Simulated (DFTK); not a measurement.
Te under changes of volume

One of the cells (33.925 Å³/atom); the others are scaled copies at fixed shape and fractional positions:

```
CELL_PARAMETERS angstrom
4.45400 0.00000 0.00000
-2.22700 3.85728 0.00000
0.00000 0.00000 5.92400
ATOMIC_POSITIONS crystal
Te 0.73100 0.73100 0.00000
Te 0.00000 0.26900 0.66667
Te 0.26900 0.00000 0.33333
```

```yaml
Program: DFTK 0.8.2
Functional: LDA
Potentials_or_basis: cp2k.nc.sr.lda.v0_1.semicore.gth (LDA, GTH)
Cutoff: 544 eV
k_mesh: 5 × 5 × 4
Occupations: fermi-dirac, width 0.05 eV
Spin: no spin polarisation
```

```tsv
volume (Å³/atom)	energy over the lowest point (meV/atom)	pressure (GPa)	gap on the mesh (eV)	largest force (eV/Å)
31.890	?	?	?	?
32.568	0.00	0.3	0.49	0.306
33.247	0.29	-0.8	0.51	0.193
33.925	4.97	-1.8	0.52	0.088
34.604	13.60	-2.6	0.53	0.010
35.282	25.75	-3.4	0.53	0.101
35.961	41.03	-4.1	0.54	0.186
```

**Question.** What does the run at 31.890 Å³/atom give?

**Answer.** Energy over the lowest point 4.68 meV/atom; pressure 1.6 GPa; gap on the mesh 0.46 eV; largest force 0.428 eV/Å.

Worked out: A Birch-Murnaghan fit of order 3 (a polynomial in V^(-2/3)) to the other rows has its minimum at 32.86 Å³/atom with B0 = V·E''(V) = 54 GPa and B' = 4.5 at fixed shape and positions, which overstates the stiffness. It gives 4.66 meV/atom at 31.890 Å³/atom, against the run's 4.68, and -dE/dV = 1.7 GPa, against 1.6. A straight line through the other rows of the gap, of slope 0.463 eV per unit of ln V, extrapolates to 0.49 eV, against the run's 0.46.

Energies are extrapolated to zero smearing.

Caveats: GTH potentials come without recommended cutoffs, and this one wasn't checked for convergence; spin-orbit coupling is left out, which moves the levels of the heavy elements; an odd mesh through Γ misses points on the zone boundary, where band edges often lie.
